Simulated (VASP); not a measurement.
# PbSe (Clausthalite) (Fm-3m) in VASP: further runs

PbSe (Clausthalite) is run at these levels: PBEsol+D4, PBEsol; tasks: single point.

Everything below comes from runs of VASP 6.6.1. Logs are shortened: lines on timing, memory, paths and dates and some standing lists are left out, and cuts for length are marked.

**Experimental background.**

From a printed reference work, monograph, for a bulk crystal of PbSe at 4.2 K: band gap 0.15 eV (direct).

The results are compared with them further down.

## 1. The cell of the first run

It takes space group Fm-3m (No. 225, cubic). Conventional cell: a = 6.139 Å, b = 6.139 Å, c = 6.139 Å, α = 90.00°, β = 90.00°, γ = 90.00°. Within 4.0 Å of Pb (site symmetry m-3m) lie 6 Se at 3.07 Å. Within 4.0 Å of Se (site symmetry m-3m) lie 6 Pb at 3.07 Å.

## 2. Single point, PBEsol+D4

INCAR reads:

```
SYSTEM = PbSe
PREC = Accurate
ENCUT = 500
EDIFF = 1E-6
ISMEAR = 0
SIGMA = 0.01
LREAL = .FALSE.
LASPH = .TRUE.
NELM = 120
ALGO = Normal
ISIF = 2
LWAVE = .FALSE.
LCHARG = .FALSE.
GGA = PS
IVDW = 13
NBANDS = 17
GGA_COMPAT = .FALSE.
```

KPOINTS reads:

```
regular mesh
0
G
  6 6 6
  0 0 0
```

POSCAR reads:

```
PbSe
1.0
    0.0000000000      3.0696893639      3.0696893639
    3.0696893639      0.0000000000      3.0696893639
    3.0696893639      3.0696893639      0.0000000000
Pb Se
1 1
Direct
    0.0000000000      0.0000000000      0.0000000000
    0.5000000000      0.5000000000      0.5000000000
```

Potentials or basis: VASP PAW PBE potentials, release 64 (Pb_d, Se).

On the command line:

```console
> cat potpaw_PBE.64/Pb_d/POTCAR potpaw_PBE.64/Se/POTCAR > POTCAR
> mpirun -np 1 vasp_std > vasp.out
```

OUTCAR:

```text
SYSTEM = PbSe
   PREC = Accurate
   ENCUT = 500
   EDIFF = 1E-6
   ISMEAR = 0
   LREAL = .FALSE.
   LASPH = .TRUE.
   NELM = 120
   ISIF = 2
   GGA = PS
   IVDW = 13

 ion  position               nearest neighbor table
   1  0.000  0.000  0.000-   2 3.07   2 3.07   2 3.07   2 3.07   2 3.07   2 3.07
   2  0.500  0.500  0.500-   1 3.07   1 3.07   1 3.07   1 3.07   1 3.07   1 3.07

  LATTYP: Found a face centered cubic cell.
 ALAT       =     6.1393787278

  Lattice vectors:

 A1 = (   0.0000000000,   3.0696893639,   3.0696893639)
 A2 = (   3.0696893639,   0.0000000000,   3.0696893639)
 A3 = (   3.0696893639,   3.0696893639,   0.0000000000)

Analysis of symmetry for initial positions (statically):
=====================================================================
 Subroutine PRICEL returns:
 Original cell was already a primitive cell.

 Routine SETGRP: Setting up the symmetry group for a
 face centered cubic supercell.

 Subroutine GETGRP returns: Found 48 space group operations
 (whereof 48 operations were pure point group operations)
 out of a pool of 48 trial point group operations.

The static configuration has the point symmetry O_h .

Analysis of symmetry for dynamics (positions and initial velocities):
=====================================================================
 Subroutine PRICEL returns:
 Original cell was already a primitive cell.

 Routine SETGRP: Setting up the symmetry group for a
 face centered cubic supercell.

 Subroutine GETGRP returns: Found 48 space group operations
 (whereof 48 operations were pure point group operations)
 out of a pool of 48 trial point group operations.

The dynamic configuration has the point symmetry O_h .

 Subroutine INISYM returns: Found 48 space group operations
 (whereof 48 operations are pure point group operations),
 and found     1 'primitive' translations

----------------------------------------------------------------------------------------

                                     Primitive cell

  volume of cell :      57.8513

  direct lattice vectors                    reciprocal lattice vectors
     0.000000000  3.069689364  3.069689364    -0.162882931  0.162882931  0.162882931
     3.069689364  0.000000000  3.069689364     0.162882931 -0.162882931  0.162882931
     3.069689364  3.069689364  0.000000000     0.162882931  0.162882931 -0.162882931

  length of vectors
     4.341196331  4.341196331  4.341196331     0.282121512  0.282121512  0.282121512

  position of ions in fractional coordinates (direct lattice)
     0.000000000  0.000000000  0.000000000
     0.500000000  0.500000000  0.500000000

  ion indices of the primitive-cell ions
   primitive index   ion index
                 1           1
                 2           2

----------------------------------------------------------------------------------------

 KPOINTS: regular mesh

Automatic generation of k-mesh.
 Grid dimensions read from file:
 generate k-points for:    6    6    6

 Generating k-lattice:

  Cartesian coordinates                     Fractional coordinates (reciprocal lattice)
    -0.027147155  0.027147155  0.027147155     0.166666667  0.000000000  0.000000000
     0.027147155 -0.027147155  0.027147155     0.000000000  0.166666667  0.000000000
     0.027147155  0.027147155 -0.027147155     0.000000000  0.000000000  0.166666667

  Length of vectors
     0.047020252  0.047020252  0.047020252

  Shift w.r.t. Gamma in fractional coordinates (k-lattice)
     0.000000000  0.000000000  0.000000000

 Subroutine IBZKPT returns following result:
 ===========================================

 Found     16 irreducible k-points:

 Following reciprocal coordinates:
            Coordinates               Weight
  0.000000  0.000000  0.000000      1.000000
  0.166667  0.000000  0.000000      8.000000
  0.333333  0.000000  0.000000      8.000000
  0.500000  0.000000  0.000000      4.000000
  0.166667  0.166667  0.000000      6.000000
  0.333333  0.166667  0.000000     24.000000
[... 8 lines left out ...]
 -0.333333  0.333333  0.166667     24.000000
 -0.333333  0.500000  0.166667     12.000000
   k-points           NKPTS =     16   k-points in BZ     NKDIM =     16   number of bands    NBANDS=     17
   number of dos      NEDOS =    301   number of ions     NIONS =      2
   total plane-waves  NPLWV =  32768
   dimension x,y,z NGX =    32 NGY =   32 NGZ =   32
   dimension x,y,z NGXF=    64 NGYF=   64 NGZF=   64
   ions per type =               1   1
   NGX,Y,Z   is equivalent  to a cutoff of  12.25, 12.25, 12.25 a.u.
   NGXF,Y,Z  is equivalent  to a cutoff of  24.51, 24.51, 24.51 a.u.
 SYSTEM =  PbSe
   PREC   = accura    normal or accurate (medium, high low for compatibility)
   ISTART =      0    job   : 0-new  1-cont  2-samecut
   ICHARG =      2    charge: 1-file 2-atom 10-const
   ISPIN  =      1    spin polarized calculation?
   LNONCOLLINEAR =      F non collinear calculations
   LSORBIT =      F    spin-orbit coupling
   LASPH  =      T    aspherical Exc in radial PAW
   ENCUT  =  500.0 eV  36.75 Ry    6.06 a.u.   7.92  7.92  7.92*2*pi/ulx,y,z
   NELM   =    120;   NELMIN=  2; NELMDL= -5     # of ELM steps
   EDIFF  = 0.1E-05   stopping-criterion for ELM
   LREAL  =      F    real-space projection
   EDIFFG = 0.1E-04   stopping-criterion for IOM
   NSW    =      0    number of steps for IOM
   IBRION =     -1    ionic relax: 0-MD 1-quasi-New 2-CG
   NFREE  =      0    steps in history (QN), initial steepest desc. (CG)
   ISIF   =      2    stress and relaxation
   ISYM   =      2    0-nonsym 1-usesym 2-fastsym
   POTIM  = 0.5000    time-step for ionic-motion
   TEBEG  =    0.0;   TEEND  =   0.0 temperature during run
   PSTRESS=    0.0 pullay stress
   NELECT =      20.0000    total number of electrons
   NUPDOWN=      -1.0000    fix difference up-down
   EMIN   =  10.00;   EMAX   =-10.00  energy-range for DOS
   EFERMI =   0.00;   METHOD = LEGACY
   ISMEAR =     0;   SIGMA  =   0.01  broadening in eV -4-tet -1-fermi 0-gaus
   EFERMI_NEDOS =   21; number of points for ismear=-14 and -15
   IALGO  =     38    algorithm
   IMIX   =      4    mixing-type and parameters
     AMIX     =   0.40;   BMIX     =  1.00
     AMIX_MAG =   1.60;   BMIX_MAG =  1.00
  volume/ion in A,a.u.               =      28.93       195.20
  Fermi-wavevector in a.u.,A,eV,Ry     =   1.148983  2.171264 17.961904  1.320163
  Thomas-Fermi vector in A             =   2.285655
   LORBIT       =      0    0 simple, 1 ext, 2 COOP (PROOUT), +10 PAW based schemes
   GGA     = PS    functional components
   LHFCALC =     F    Hartree Fock is set to
   AEXX    =    0.0000 exact exchange contribution
   IVDW    =    13    specifies the selected vdW correction
   LEPSILON=     F    determine dielectric tensor
   LRPA    =     F    only Hartree local field effects (RPA)
 non-spin polarized calculation
 Gauss-broadening in eV      SIGMA  =   0.01
  energy-cutoff  :      500.00
  volume of cell :       57.85
 maximum number of plane-waves:      1484
   NGX = 15   NGY = 15   NGZ = 15

 number of electron      19.9999997 magnetization

 Free energy of the ion-electron system (eV)
  ---------------------------------------------------
  ext. energy  EPLUGINS =         0.00000000
  ---------------------------------------------------
  free energy    TOTEN  =        -8.91802845 eV

  energy without entropy =       -8.91802845  energy(sigma->0) =       -8.91802845

 E-fermi :   4.8914     XC(G=0):  -9.6797

 val. band max:        4.7910870149   @ k =   0.5000   0.0000   0.0000
 cond. band min:       5.0247296414   @ k =   0.5000   0.0000   0.0000
 fundamental gap:      0.2336426265
 Fermi energy:         4.8913644335

 k-point     1 :       0.0000    0.0000    0.0000
  band No.  band energies     occupation
      1     -11.9290      2.00000
      2     -11.9290      2.00000
      3     -11.9290      2.00000
      4     -11.9271      2.00000
      5     -11.9271      2.00000
      6      -8.7331      2.00000
[... 9 lines left out ...]
     16      11.2681      0.00000
     17      12.8296      0.00000

 k-point     2 :       0.1667    0.0000    0.0000
  band No.  band energies     occupation
      1     -11.9334      2.00000
      2     -11.9334      2.00000
      3     -11.9281      2.00000
      4     -11.9205      2.00000
      5     -11.9205      2.00000
      6      -8.5279      2.00000
[... 9 lines left out ...]
     16      11.8455      0.00000
     17      14.5384      0.00000

 k-point     3 :       0.3333    0.0000    0.0000
  band No.  band energies     occupation
      1     -11.9453      2.00000
      2     -11.9453      2.00000
      3     -11.9266      2.00000
      4     -11.9042      2.00000
      5     -11.9042      2.00000
      6      -8.0192      2.00000
[... 9 lines left out ...]
     16      13.2997      0.00000
     17      16.4596      0.00000

 k-point     4 :       0.5000    0.0000    0.0000
  band No.  band energies     occupation
      1     -11.9513      2.00000
      2     -11.9513      2.00000
      3     -11.9262      2.00000
      4     -11.8961      2.00000
      5     -11.8961      2.00000
      6      -7.6781      2.00000
[... 9 lines left out ...]
     16      14.9312      0.00000
     17      14.9312      0.00000

 k-point     5 :       0.1667    0.1667    0.0000
  band No.  band energies     occupation
      1     -11.9461      2.00000
      2     -11.9335      2.00000
      3     -11.9224      2.00000
      4     -11.9185      2.00000
      5     -11.9185      2.00000
      6      -8.4546      2.00000
[... 9 lines left out ...]
     16      12.8779      0.00000
     17      13.6341      0.00000

 k-point     6 :       0.3333    0.1667    0.0000
  band No.  band energies     occupation
      1     -11.9669      2.00000
      2     -11.9324      2.00000
      3     -11.9289      2.00000
      4     -11.9089      2.00000
      5     -11.9019      2.00000
      6      -8.0347      2.00000
[... 9 lines left out ...]
     16      14.2064      0.00000
     17      15.5645      0.00000

 k-point     7 :       0.5000    0.1667    0.0000
  band No.  band energies     occupation
      1     -11.9740      2.00000
      2     -11.9396      2.00000
      3     -11.9239      2.00000
      4     -11.9045      2.00000
      5     -11.8942      2.00000
      6      -7.5962      2.00000
[... 9 lines left out ...]
     16      15.1602      0.00000
     17      15.4713      0.00000

 k-point     8 :      -0.3333    0.1667    0.0000
  band No.  band energies     occupation
      1     -11.9615      2.00000
      2     -11.9441      2.00000
      3     -11.9212      2.00000
      4     -11.9041      2.00000
      5     -11.9030      2.00000
      6      -7.7142      2.00000
[... 9 lines left out ...]
     16      14.4085      0.00000
     17      15.7701      0.00000

 k-point     9 :      -0.1667    0.1667    0.0000
  band No.  band energies     occupation
      1     -11.9416      2.00000
      2     -11.9399      2.00000
      3     -11.9265      2.00000
      4     -11.9172      2.00000
      5     -11.9085      2.00000
      6      -8.2121      2.00000
[... 9 lines left out ...]
     16      13.6210      0.00000
     17      14.3188      0.00000

 k-point    10 :       0.3333    0.3333    0.0000
  band No.  band energies     occupation
      1     -12.0104      2.00000
      2     -11.9425      2.00000
      3     -11.9129      2.00000
      4     -11.8963      2.00000
      5     -11.8963      2.00000
      6      -7.7545      2.00000
[... 9 lines left out ...]
     16      15.0340      0.00000
     17      15.9248      0.00000

 k-point    11 :       0.5000    0.3333    0.0000
  band No.  band energies     occupation
      1     -12.0262      2.00000
      2     -11.9385      2.00000
      3     -11.9176      2.00000
      4     -11.8933      2.00000
      5     -11.8891      2.00000
      6      -7.4155      2.00000
[... 9 lines left out ...]
     16      15.9394      0.00000
     17      16.6335      0.00000

 k-point    12 :      -0.3333    0.3333    0.0000
  band No.  band energies     occupation
      1     -12.0010      2.00000
      2     -11.9307      2.00000
      3     -11.9219      2.00000
      4     -11.9046      2.00000
      5     -11.8951      2.00000
      6      -7.3891      2.00000
[... 9 lines left out ...]
     16      14.1875      0.00000
     17      16.2496      0.00000

 k-point    13 :       0.5000    0.5000    0.0000
  band No.  band energies     occupation
      1     -12.0530      2.00000
      2     -11.9471      2.00000
      3     -11.9082      2.00000
      4     -11.8848      2.00000
      5     -11.8847      2.00000
      6      -7.3150      2.00000
[... 9 lines left out ...]
     16      16.2859      0.00000
     17      17.4237      0.00000

 k-point    14 :       0.5000    0.3333    0.1667
  band No.  band energies     occupation
      1     -11.9911      2.00000
      2     -11.9299      2.00000
      3     -11.9294      2.00000
      4     -11.9014      2.00000
      5     -11.8968      2.00000
      6      -7.6287      2.00000
[... 9 lines left out ...]
     16      14.9846      0.00000
     17      15.3128      0.00000

 k-point    15 :      -0.3333    0.3333    0.1667
  band No.  band energies     occupation
      1     -12.0001      2.00000
      2     -11.9334      2.00000
      3     -11.9164      2.00000
      4     -11.9130      2.00000
      5     -11.8903      2.00000
      6      -7.3889      2.00000
[... 9 lines left out ...]
     16      16.1358      0.00000
     17      16.1424      0.00000

 k-point    16 :      -0.3333    0.5000    0.1667
  band No.  band energies     occupation
      1     -12.0275      2.00000
      2     -11.9322      2.00000
      3     -11.9213      2.00000
      4     -11.9010      2.00000
      5     -11.8847      2.00000
      6      -7.2932      2.00000
[... 9 lines left out ...]
     16      16.3897      0.00000
     17      17.4540      0.00000

------------------------ aborting loop because EDIFF is reached ----------------------------------------

  DFT-D4 for vdW energy calculation

  Edisp (eV):   -0.45766

  FORCE on cell =-STRESS in cart. coord.  units (eV):
  Direction    XX          YY          ZZ          XY          YZ          ZX
  --------------------------------------------------------------------------------------
  -------------------------------------------------------------------------------------
  Total      -0.78863    -0.78863    -0.78863     0.00000    -0.00000     0.00000
  in kB     -21.84095   -21.84095   -21.84095     0.00000    -0.00000     0.00000
  external pressure =      -21.84 kB  Pullay stress =        0.00 kB

 VOLUME and BASIS-vectors are now :
 -----------------------------------------------------------------------------
  energy-cutoff  :      500.00
  volume of cell :       57.85
      direct lattice vectors                 reciprocal lattice vectors
     0.000000000  3.069689364  3.069689364    -0.162882931  0.162882931  0.162882931
     3.069689364  0.000000000  3.069689364     0.162882931 -0.162882931  0.162882931
     3.069689364  3.069689364  0.000000000     0.162882931  0.162882931 -0.162882931

 POSITION                                       TOTAL-FORCE (eV/Angst)
 -----------------------------------------------------------------------------------
      0.00000      0.00000      0.00000        -0.000000      0.000000     -0.000000
      3.06969      3.06969      3.06969         0.000000     -0.000000      0.000000
 -----------------------------------------------------------------------------------
    total drift:                                0.000000     -0.000000     -0.000000

  FREE ENERGIE OF THE ION-ELECTRON SYSTEM (eV)
  ---------------------------------------------------
  free  energy   TOTEN  =        -9.3756871934 eV

  energy  without entropy=       -9.3756871934  energy(sigma->0) =       -9.37568719
```

It took 5.5 s on 1 thread of Intel Xeon 6975P-C (Granite Rapids), shared host; peak memory 0.17 GiB.

Results:

```yaml
Free_energy: -9.3757 eV
Pressure: -2.2 GPa
Band_gap_on_the_k_mesh: 0.23 eV, direct
Dispersion_energy_per_atom: -0.229 eV
```

Caveat: the PAW data sets were made with another functional, which shifts forces and pressure a little; spin-orbit coupling is left out, which moves the levels of the heavy elements.

## 3. Single point, PBEsol

INCAR reads:

```
ALGO = Normal ; EDIFF = 1E-6
ENCUT = 500 ; GGA = PS
GGA_COMPAT = F ; ISIF = 2
ISMEAR = 0 ; LASPH = T
LCHARG = F ; LREAL = F
LWAVE = F ; NBANDS = 17
NELM = 120 ; PREC = Accurate
SIGMA = 0.01
```

KPOINTS reads:

```
k-points
0
Gamma
  6 6 6
```

POSCAR is that of step 2.

Potentials or basis: VASP PAW PBE potentials, release 64 (Pb_d, Se).

On the command line:

```console
> cat potpaw_PBE.64/Pb_d/POTCAR potpaw_PBE.64/Se/POTCAR > POTCAR
> mpirun -np 1 vasp_std > vasp.out
```

Run time: 5.4 s. Hardware: 1 thread of Intel Xeon 6975P-C (Granite Rapids), shared host; peak memory 0.17 GiB.

The run converged. Its results:

- Free energy: -8.9180 eV
- Pressure: -1.0 GPa
- Band gap on the k mesh: 0.23 eV, direct

Levels at points of the mesh, in eV from the valence-band top:
| k point | band 6 | band 7 | band 8 | band 9 | band 10 | band 11 | band 12 | band 13 | band 14 | band 15 |
| --- | --- | --- | --- | --- | --- | --- | --- | --- | --- | --- |
| (0.00, 0.00, 0.00) | -13.52 | -6.34 | -1.82 | -1.82 | -1.82 | 4.67 | 4.67 | 4.67 | 6.48 | 6.48 |
| (0.50, 0.00, 0.00) | -12.47 | -8.77 | -1.42 | -1.42 | 0.00 | 0.23 | 1.68 | 1.68 | 8.41 | 10.08 |
| (0.50, 0.50, 0.00) | -12.11 | -7.38 | -4.94 | -3.18 | -3.18 | 3.63 | 5.56 | 5.56 | 5.98 | 11.29 |

Caveat: the PAW data sets were made with another functional, which shifts forces and pressure a little; spin-orbit coupling is left out, which moves the levels of the heavy elements.

## 4. Against experiment

Step 2. Against the measured gap of PbSe, 0.15 eV (direct; 4.2 K; a printed reference work, monograph), the calculated 0.23 eV is off by +0.08 eV. 2 values of this kind are on record (0.15 to 0.28 eV); this one was drawn at random. Spin-orbit coupling on Pb, Se is left out. The value is that of PBEsol+D4 on a finite k mesh, which can miss the band edges, without temperature or zero-point motion.

Step 3. Against the measured gap of PbSe, 0.15 eV (direct; 4.2 K; a printed reference work, monograph), the calculated 0.23 eV is off by +0.08 eV. 2 values of this kind are on record (0.15 to 0.28 eV); this one was drawn at random. Spin-orbit coupling on Pb, Se is left out. The value is that of PBEsol on a finite k mesh, which can miss the band edges, without temperature or zero-point motion.
